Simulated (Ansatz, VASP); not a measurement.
One calculation of TiB2, two programs

```
Ti B
1.0
     3.03325    0.00000    0.00000
    -1.51663    2.62687    0.00000
     0.00000    0.00000    3.22288
Ti B
1 2
Direct
  0.00000 0.00000 0.00000
  0.33333 0.66667 0.50000
  0.66667 0.33333 0.50000
```

Alike in both runs: task relaxation of cell and atoms; functional PBE; k mesh 15 × 15 × 14; occupations gaussian, width 0.1 eV; no spin polarisation.

|  | VASP | Ansatz |
| --- | --- | --- |
| version | VASP 6.6.1 | Ansatz 0.2.0 |
| potentials or method | VASP PAW PBE potentials, release 64 (Ti_sv, B) | scalar-relativistic, plane waves, PAW |
| plane-wave cutoff (eV) | 600 | 420 |
| valence electrons in the cell | 18 | 18 |

VASP gave:

- gap on the k mesh at the Fermi level, each at its own relaxed structure (eV): none
- relaxed volume (Å³/atom): 8.56
- relaxed cell length with the largest relative difference (Å): 3.225

**Question.** Estimate Ansatz's values.

**Answer.** gap on the k mesh at the Fermi level, each at its own relaxed structure (eV): none; relaxed volume (Å³/atom): 8.56; relaxed cell length with the largest relative difference (Å): 3.224.

A gap of «none» marks a metal or a gap that the smearing closes.
